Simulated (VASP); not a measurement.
**W in VASP: convergence with k mesh**

Input of the first run (k mesh 3 × 3 × 3); the others differ in this setting and in those tied to it:

INCAR

```
SYSTEM = W
PREC     = Accurate       ! precision mode
ENCUT    = 520            ! plane-wave cutoff, eV
EDIFF    = 1E-6           ! SCF threshold, eV
ISMEAR   = 1              ! smearing method
SIGMA    = 0.1            ! smearing width, eV
LREAL    = .FALSE.        ! projectors in reciprocal space
LASPH    = .TRUE.         ! aspherical terms in the spheres
NELM     = 100            ! most SCF steps
ALGO     = Normal         ! electronic algorithm
ISIF     = 2              ! what is computed and relaxed
LWAVE    = .FALSE.        ! write WAVECAR
LCHARG   = .FALSE.        ! write CHGCAR
NBANDS   = 13             ! bands
```

Contents of KPOINTS:

```
regular mesh
0
G
  3 3 3
  0 0 0
```

The input POSCAR:

```
W
1.0
   -1.5823450000      1.5823450000      1.5823450000
    1.5823450000     -1.5823450000      1.5823450000
    1.5823450000      1.5823450000     -1.5823450000
W
1
Direct
    0.0000000000      0.0000000000      0.0000000000
```

Potentials or basis: VASP PAW LDA potentials, release 64 (W_sv).

Launch:

```bash
$ cat potpaw_LDA.64/W_sv/POTCAR > POTCAR
$ mpirun -np 1 vasp_std > vasp.out
```

Hardware: 1 thread of Intel(R) Xeon(R) Platinum 8488C (Sapphire Rapids), with other jobs on the host.

```
      k mesh  energy less the tightest run, at zero smearing (meV/atom)  pressure (GPa)  SCF cycles  CPU time (s)  peak memory (GiB)
   3 × 3 × 3                                                     454.11            1.96          11           0.9               0.11
   4 × 4 × 4                                                     147.13           -7.98          10           1.2               0.12
   5 × 5 × 5                                                    crashed               -           -             -                  -
   7 × 7 × 7                                                      75.28           -6.53          11           2.5               0.11
   9 × 9 × 9                                                      -5.94           -7.24          11           3.7               0.12
11 × 11 × 11                                                      24.64           -7.17          11           4.8               0.12
13 × 13 × 13                                                     -11.04           -7.26          11           6.3               0.13
16 × 16 × 16                                                       0.00           -7.41          11            11               0.13
```

Not settled before the last step: the energy (to 1 meV/atom), the pressure (to 0.1 GPa). Meshes of other sizes hit other points, so gaps and Fermi surfaces needn't settle smoothly. The tightest run that finished is the yardstick and may itself not be fully converged.

The run has no spin-orbit coupling, so splittings on W are missing.
